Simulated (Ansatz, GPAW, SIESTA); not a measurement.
**Si2Mo: programs and potentials compared**

```
Mo Si
1.0
     4.58547    0.00000    0.00000
    -2.29274    3.97113    0.00000
     0.00000    0.00000    6.57976
Mo Si
3 6
Cartesian
  1.1464 1.9856 5.4831
  -1.1464 1.9856 1.0966
  2.2927 0.0000 3.2899
  0.0000 1.3015 3.2899
  1.1656 3.3204 1.0966
  3.4583 0.6508 5.4831
  2.2927 2.6696 3.2899
  1.1272 0.6508 1.0966
  -1.1656 3.3204 5.4831
```

Measurements of this composition are mostly on another form, of space group No. 139.

Alike in all runs: task single point; functional PBEsol; k mesh 7 × 7 × 4; occupations fermi-dirac, width 0.05 eV; no spin polarisation; no spin-orbit coupling. Pressure is positive in compression and, in plane waves, holds the error of the finite cutoff, which Ansatz's Pulay term estimates and takes out.

| program and potentials | plane-wave cutoff (eV) | notes | pressure (GPa) |
| --- | --- | --- | --- |
| Ansatz, Ansatz PAW | 420 | potentials made for PBE, which Ansatz adapts in part; Pulay term of +0.03 GPa included | -1.50 |
| GPAW, PAW data sets generated for this functional | 600 | - | -0.90 |
| SIESTA, files PseudoDojo sr-pbesol-0.4.1-standard, DZP (energy shift 0.003 Ry; two zetas on semicore shells) | - | atomic basis | -0.03 |

Force on atom 5 (Si), eV/Å:

| program and potentials | x | y | z |
| --- | --- | --- | --- |
| Ansatz, Ansatz PAW | -0.036 | -0.021 | 0.000 |
| GPAW, PAW data sets generated for this functional | -0.039 | -0.023 | 0.000 |
| SIESTA, files PseudoDojo sr-pbesol-0.4.1-standard, DZP (energy shift 0.003 Ry; two zetas on semicore shells) | -0.020 | -0.012 | 0.000 |

The pressure spans -1.50 (Ansatz, Ansatz PAW) to -0.03 GPa (SIESTA, files PseudoDojo sr-pbesol-0.4.1-standard, DZP (energy shift 0.003 Ry; two zetas on semicore shells)). Rows in atomic bases carry the error of their basis and grid, which can be large.

Differences between rows come from potentials, basis sets and numerical settings, since the functional is the same but for its coding. Runs on potential files found faulty are left out.
